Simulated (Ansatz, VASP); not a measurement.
Two plane-wave programs on WS

File INCAR:

```
PREC = Accurate
ENCUT = 520
EDIFF = 1E-7
ISMEAR = -1
SIGMA = 0.05
LREAL = False
LASPH = True
NELM = 80
ALGO = Normal
ISIF = 2
LWAVE = False
LCHARG = False
GGA = PE
NBANDS = 17
```

KPOINTS

```
Automatic mesh
0
Gamma
  9 9 9
```

POSCAR

```
WS
1.0
    3.0078900000      0.0000000000      0.0000000000
    0.0000000000      3.0078900000      0.0000000000
    0.0000000000      0.0000000000      3.0078900000
W S
1 1
Direct
    0.4926220000      0.5020630000      0.4956990000
   -0.0093660000     -0.0100220000      0.0088710000
```

input.yaml

```yaml
crystal:
  lattice:
    - [3.00789, 0.0, 0.0]
    - [0.0, 3.00789, 0.0]
    - [0.0, 0.0, 3.00789]
  atoms:
    - { symbol: W, position: [0.492622, 0.502063, 0.495699] }
    - { symbol: S, position: [-0.009366, -0.010022, 0.008871] }
hamiltonian:
  xc: pbe
  pseudopotentials: { kind: paw }
kpoints:
  mp_grid: { grid: [9, 9, 9] }
scf:
  occupations: { method: fermi_dirac, width: 0.05 }
output:
  forces: true
  stress: true
  eigenvalues: true
  write_density: true
  write_potential: true
  elf: true
  volumetric_format: npy
```

Change from the starting cell: atoms moved at random, drawn with an rms of 0.05 Å.

Alike in both runs: task single point; functional PBE; k mesh 9 × 9 × 9; occupations fermi-dirac, width 0.05 eV; no spin polarisation.

|  | VASP | Ansatz |
| --- | --- | --- |
| version | VASP 6.6.1 | Ansatz 0.2.0 |
| potentials or method | VASP PAW PBE potentials, release 64 (W_sv, S) | Ansatz PAW |
| plane-wave cutoff (eV) | 520 | 420 |
| valence electrons in the cell | 20 | 20 |

|  | VASP | Ansatz | Ansatz less VASP |
| --- | --- | --- | --- |
| gap on the k mesh at the Fermi level (eV) | none | none | - |
| pressure (GPa) | 1.0 | 0.6 | -0.42 |
| largest component of the traceless stress (GPa) | 0.27 | 0.27 | 0.000 |
| rms of the force components (eV/Å) | 0.116 | 0.115 | -0.0013 |

Atom by atom the forces differ by 0.001 eV/Å (rms over components). A gap of «none» marks a metal or a gap that the smearing closes. With one functional, cell and mesh, what is left measures potentials, basis and numerics.

The runs have no spin-orbit coupling, so splittings on W are missing.
